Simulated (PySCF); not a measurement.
**Atomic charges against the basis set**

Species: gamma-butyrolactone, C₄H₆O₂.
Bonds: O1–C2 (double), C2–C3, C3–C4, C4–C5, C5–O6, C2–O6. Hydrogens: H7, H8 on C3; H9, H10 on C4; H11, H12 on C5.

PBE0 throughout (PySCF), one geometry, spherical d and f functions. Isolated species at its PBE0-D3(BJ)/def2-SVP geometry (one conformer only). Atoms taken as equivalent share a column and are averaged. The first 7 of 9 kinds of atom are listed.

Mulliken charges (e):

| basis | functions | O1 | C2 | C3 | C4 | C5 | O6 | H7/H8 |
| --- | --- | --- | --- | --- | --- | --- | --- | --- |
| pcSseg-0 | 66 | -0.475 | +0.707 | -0.577 | -0.578 | -0.088 | -0.648 | +0.294 |
| cc-pVDZ | 114 | -0.227 | +0.204 | -0.108 | -0.105 | +0.117 | -0.250 | +0.075 |
| pcSseg-1 | 132 | -0.375 | +0.468 | -0.310 | -0.280 | +0.071 | -0.439 | +0.162 |
| aug-cc-pVDZ | 192 | -0.597 | +0.730 | +0.299 | +0.519 | +1.040 | -0.602 | -0.168 |
| cc-pVTZ | 264 | -0.274 | +0.246 | -0.218 | -0.205 | +0.014 | -0.177 | +0.118 |
| IGLO-III | 270 | -0.438 | +0.478 | -0.282 | -0.219 | -0.069 | -0.254 | +0.145 |

IAO charges (e):

| basis | functions | O1 | C2 | C3 | C4 | C5 | O6 | H7/H8 |
| --- | --- | --- | --- | --- | --- | --- | --- | --- |
| pcSseg-0 | 66 | -0.391 | +0.462 | -0.349 | -0.296 | -0.084 | -0.319 | +0.175 |
| cc-pVDZ | 114 | -0.424 | +0.519 | -0.334 | -0.276 | -0.058 | -0.336 | +0.165 |
| pcSseg-1 | 132 | -0.434 | +0.523 | -0.332 | -0.276 | -0.058 | -0.341 | +0.166 |
| aug-cc-pVDZ | 192 | -0.445 | +0.532 | -0.337 | -0.281 | -0.061 | -0.345 | +0.170 |
| cc-pVTZ | 264 | -0.442 | +0.536 | -0.341 | -0.283 | -0.061 | -0.345 | +0.170 |
| IGLO-III | 270 | -0.446 | +0.536 | -0.340 | -0.283 | -0.061 | -0.347 | +0.171 |

Hirshfeld charges (e):

| basis | functions | O1 | C2 | C3 | C4 | C5 | O6 | H7/H8 |
| --- | --- | --- | --- | --- | --- | --- | --- | --- |
| pcSseg-0 | 66 | -0.254 | +0.197 | -0.068 | -0.061 | +0.021 | -0.121 | +0.052 |
| cc-pVDZ | 114 | -0.259 | +0.194 | -0.073 | -0.068 | +0.013 | -0.100 | +0.055 |
| pcSseg-1 | 132 | -0.270 | +0.204 | -0.075 | -0.071 | +0.012 | -0.114 | +0.058 |
| aug-cc-pVDZ | 192 | -0.270 | +0.200 | -0.082 | -0.079 | +0.005 | -0.113 | +0.063 |
| cc-pVTZ | 264 | -0.270 | +0.200 | -0.079 | -0.075 | +0.007 | -0.108 | +0.061 |
| IGLO-III | 270 | -0.271 | +0.200 | -0.081 | -0.078 | +0.005 | -0.113 | +0.063 |

Some averages cover members that differ in this geometry, most widely: H7/H8, Mulliken in aug-cc-pVDZ -0.190 to -0.146 e.

Question: Which scheme is steadiest as the basis changes?

Answer: Largest range over the bases for any column: Hirshfeld 0.02 e, IAO 0.07 e, Mulliken 1.13 e. Hirshfeld charges move least and Mulliken charges most, counted in e.

Question: How much do the charges still move between the two largest bases, cc-pVTZ and IGLO-III?

Answer: At most, over all atoms: Mulliken 0.232 e, IAO 0.004 e, Hirshfeld 0.005 e.

Question: What do the same runs give for the total energy, the frontier levels and the dipole moment?

Answer: 
| basis | energy (Eh) | HOMO (eV) | LUMO (eV) | μ (D) |
| --- | --- | --- | --- | --- |
| pcSseg-0 | -305.4213 | -7.87 | 0.25 | 4.93 |
| cc-pVDZ | -306.1726 | -7.57 | 0.59 | 4.29 |
| pcSseg-1 | -306.1197 | -7.85 | 0.31 | 4.67 |
| aug-cc-pVDZ | -306.1950 | -7.86 | -0.29 | 4.66 |
| cc-pVTZ | -306.2609 | -7.79 | 0.34 | 4.49 |
| IGLO-III | -306.2772 | -7.88 | 0.18 | 4.66 |

The dipole is fixed by the density alone, so its range of 0.64 D shows that the density itself changes with the basis, not only its division among atoms.
